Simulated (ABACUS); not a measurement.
The system is Si.

```xyz
2
Lattice="0.0000 2.7219 2.7219 2.7219 0.0000 2.7219 2.7219 2.7219 0.0000" Properties=species:S:1:pos:R:3 pbc="T T T"
Si    2.7219    2.7219    2.7219
Si    4.0828    4.0828    4.0828
```

A run of ABACUS 3.10.1 on this cell left the log below. Logs are shortened: lines on timing, memory, paths and dates and some standing lists are left out, and cuts for length are marked.

```text
ABACUS v3.10.1

               Atomic-orbital Based Ab-initio Computation at UStc

 ------------------------------------------------------------------------------------

 READING GENERAL INFORMATION
                           global_out_dir = OUT.Si/
                           global_in_card = INPUT
                               pseudo_dir = ./
                              orbital_dir =
                                    DSIZE = 4
                                    GSIZE = 1

 READING UNITCELL INFORMATION
                                    ntype = 1
                  lattice constant (Bohr) = 1.88973
              lattice constant (Angstrom) = 1

 READING ATOM TYPE 1
                               atom label = Si
                      L=0, number of zeta = 1
                      L=1, number of zeta = 1
                      L=2, number of zeta = 1
             number of atom for this type = 2

                        TOTAL ATOM NUMBER = 2
DIRECT COORDINATES
    atom                   x                   y                   z     mag                  vx                  vy                  vz
taud_Si1            0.5000000000        0.5000000000        0.5000000000  0.0000        0.0000000000        0.0000000000        0.0000000000
taud_Si2            0.7500000000        0.7500000000        0.7500000000  0.0000        0.0000000000        0.0000000000        0.0000000000

                          Volume (Bohr^3) = 272.157
                             Volume (A^3) = 40.3295

 Lattice vectors: (Cartesian coordinate: in unit of a_0)
                   +0            +2.72185            +2.72185
             +2.72185                  +0            +2.72185
             +2.72185            +2.72185                  +0
 Reciprocal vectors: (Cartesian coordinate: in unit of 2 pi/a_0)
            -0.183699           +0.183699           +0.183699
            +0.183699           -0.183699           +0.183699
            +0.183699           +0.183699           -0.183699
 The esolver type has been set to : ksdft_pw

[... 253 lines left out ...]
     Energy           Rydberg                 eV
----------------------------------------------------------
 E_KohnSham     -16.9233001302       -230.2533107343
 E_KS(sigma->0) -16.9232989401       -230.2532945433
 E_Harris       -16.9233030232       -230.2533500967
 E_band         0.6570145817         8.9391419797
 E_one_elec     4.9050916189         66.7371952292
 E_Hartree      1.1059973263         15.0478656105
 E_xc           -6.1777276449        -84.0522966628
 E_Ewald        -16.7566590504       -227.9860425292
 E_entropy(-TS) -0.0000023800        -0.0000323819
 E_descf        0.0000000000         0.0000000000
 E_exx          0.0000000000         0.0000000000
 E_Fermi        0.4770532463         6.4906423993
----------------------------------------------------------

 charge density convergence is achieved
 final etot is -230.25331073 eV
 EFERMI = 6.4906423993 eV
The vacuum level is 8.1488010017 eV

 STATE ENERGY(eV) AND OCCUPATIONS    NSPIN == 1
 1/16 kpoint (Cartesian) = 0.0000 0.0000 0.0000 (242 pws)
       1       -5.75372     0.00925926
       2        6.16249     0.00924621
       3        6.16249     0.00924621
       4        6.16249     0.00924621
       5        8.71246    4.65667e-22
       6        8.71246    4.65667e-22
       7        8.71246    4.65667e-22
       8        9.42200    3.19994e-28
       9        13.8833    5.68761e-67
      10        13.8833    5.68761e-67
      11        14.0956    8.14262e-69
      12        17.3889        0.00000
      13        17.3889        0.00000
      14        17.3889        0.00000
[... 66 lines left out ...]
       1       -4.46310       0.222222
       2        1.73112       0.222222
       3        4.17589       0.222222
       4        4.42490       0.222222
       5        8.12259    1.48559e-15
       6        10.1988    1.37382e-33
       7        10.6760    9.85243e-38
       8        11.2172    1.96133e-42
       9        15.2213    3.26036e-77
      10        15.2262    2.95431e-77
      11        16.5598        0.00000
      12        19.0019        0.00000
      13        19.8430        0.00000
      14        21.3853        0.00000

[... levels at 10 further k points ...]

------------------------------------------------------------------------------------------
 TOTAL-FORCE (eV/Angstrom)
------------------------------------------------------------------------------------------
                       Si1         0.0000000000         0.0000000000         0.0000000000
                       Si2         0.0000000000         0.0000000000         0.0000000000
------------------------------------------------------------------------------------------

----------------------------------------------------------------
 TOTAL-STRESS (KBAR)
----------------------------------------------------------------
        13.1150353262        -0.0000000000        -0.0000000000
         0.0000000000        13.1150353262        -0.0000000000
         0.0000000000        -0.0000000000        13.1150353262
----------------------------------------------------------------
 TOTAL-PRESSURE: 13.115035 KBAR

 --------------------------------------------
 !FINAL_ETOT_IS -230.2533107343180632 eV
 --------------------------------------------
```

**Question.** Write the input and the command behind it.

**Answer.** Single point with PBE, no spin polarisation. The files as run (others can give the same):

run_abacus.py
```python
"""ABACUS run from a structure file: ASE reads it, the script writes STRU, KPT and INPUT."""
import re
import subprocess
from ase.io import read
from ase.units import Bohr

atoms = read("POSCAR")
atoms = atoms[(-atoms.numbers).argsort(kind="stable")]  # ABACUS lists atoms element by element
pseudo = {'Si': 'Si.upf'}
orbital = {}
magmoms = None
kmesh = [6, 6, 6]
params = {
    'suffix': 'Si',
    'calculation': 'scf',
    'basis_type': 'pw',
    'pseudo_dir': './',
    'symmetry': 1,
    'dft_functional': 'pbe',
    'ecutwfc': 36,
    'pseudo_rcut': 10,
    'nspin': 1,
    'nbands': 14,
    'ks_solver': 'dav',
    'smearing_method': 'fd',
    'smearing_sigma': 0.00367493,
    'scf_thr': 1e-08,
    'scf_nmax': 100,
    'mixing_type': 'broyden',
    'mixing_beta': 0.7,
    'cal_force': 1,
    'cal_stress': 1,
    'out_chg': 1,
    'out_pot': 2,
    'out_elf': 1,
}

symbols = atoms.get_chemical_symbols()
elements = list(dict.fromkeys(symbols))
lines = ["ATOMIC_SPECIES"] + [f"{e} {atoms.get_masses()[symbols.index(e)]:.4f} {pseudo[e]}" for e in elements]
if orbital:
    lines += ["", "NUMERICAL_ORBITAL"] + [orbital[e] for e in elements]
lines += ["", "LATTICE_CONSTANT", f"{1 / Bohr:.10f}", "", "LATTICE_VECTORS"]
lines += [" ".join(f"{x:.10f}" for x in v) for v in atoms.cell]
lines += ["", "ATOMIC_POSITIONS", "Direct"]
for e in elements:
    lines += ["", e, "0.0", str(symbols.count(e))]
    for i, p in enumerate(atoms.get_scaled_positions(wrap=False)):
        if symbols[i] == e:
            mag = "" if magmoms is None else " mag " + " ".join(str(x) for x in (magmoms[i] if isinstance(magmoms[i], list) else [magmoms[i]]))
            lines.append(" ".join(f"{x:.10f}" for x in p) + " 1 1 1" + mag)
open("STRU", "w").write("\n".join(lines) + "\n")
open("KPT", "w").write("K_POINTS\n0\nGamma\n%d %d %d 0 0 0\n" % tuple(kmesh))
open("INPUT", "w").write("INPUT_PARAMETERS\n" + "".join(f"{k:<20s}{v}\n" for k, v in params.items()))

done = subprocess.run(['mpirun', '-np', '4', 'abacus'])
if done.returncode:
    raise SystemExit(done.returncode)
log = open("OUT.Si/running_scf.log").read()
print("final energy (eV):", re.findall(r"FINAL_ETOT_IS (\S+)", log))
```

POSCAR
```
Si
1.0
    0.0000000000      2.7218511865      2.7218511865
    2.7218511865      0.0000000000      2.7218511865
    2.7218511865      2.7218511865      0.0000000000
Si
2
Direct
    0.5000000000      0.5000000000      0.5000000000
    0.7500000000      0.7500000000      0.7500000000
```

Potentials or basis: PseudoDojo NC SR 0.5 PBE stringent, plane waves.
Command:
```sh
$ OMP_NUM_THREADS=1 python run_abacus.py > log
```
